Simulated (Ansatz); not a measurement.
# CuO (Tenorite) under changes of volume

One of the cells (10.135 Å³/atom); the others are scaled copies at fixed shape and fractional positions:

```
Cu O
1.0
     2.34185   -1.71130    0.00000
     2.34185    1.71130    0.00000
    -0.85003    0.00000    5.05787
Cu O
2 2
Direct
  0.50000 0.00000 0.50000
  0.00000 0.50000 0.00000
  0.41840 0.58160 0.75000
  0.58160 0.41840 0.25000
```

| Quantity | Value |
| --- | --- |
| Program | Ansatz 0.2.0 |
| Functional | r2SCAN |
| Dispersion | D4 |
| Potentials or basis | Ansatz PAW |
| Cutoff | 500 eV (not typed: the program's choice for these potentials) |
| k mesh | 10 × 10 × 5 |
| Occupations | fermi-dirac, width 0.05 eV |
| Spin | no spin polarisation |

```csv
volume (Å³/atom),energy over the lowest point (meV/atom),pressure (GPa),largest force (eV/Å)
9.527,13.13,9.9,0.069
9.730,3.73,5.1,0.147
9.932,0.00,0.9,0.219
10.135,1.34,-2.9,0.284
10.338,7.19,-6.3,0.345
10.540,?,?,?
10.743,30.54,-11.9,0.451
```

Question: What does the run at 10.540 Å³/atom give?

Answer: Energy over the lowest point 17.07 meV/atom; pressure -9.3 GPa; largest force 0.400 eV/Å.

Worked out: A Birch-Murnaghan fit of order 3 (a polynomial in V^(-2/3)) to the other rows has its minimum at 9.98 Å³/atom with B0 = V·E''(V) = 192 GPa and B' = 4.6 at fixed shape and positions, which overstates the stiffness. It gives 17.04 meV/atom at 10.540 Å³/atom, against the run's 17.07, and -dE/dV = -9.3 GPa, against -9.3.

Energies are extrapolated to zero smearing.

Caveats: the run has no spin polarisation, though such a crystal can be magnetic; pairwise dispersion overbinds metals, which lowers pressure and volume; the PAW data sets come from PBE, with cores solved anew for the run's functional, which leaves a small shift of forces and pressure.
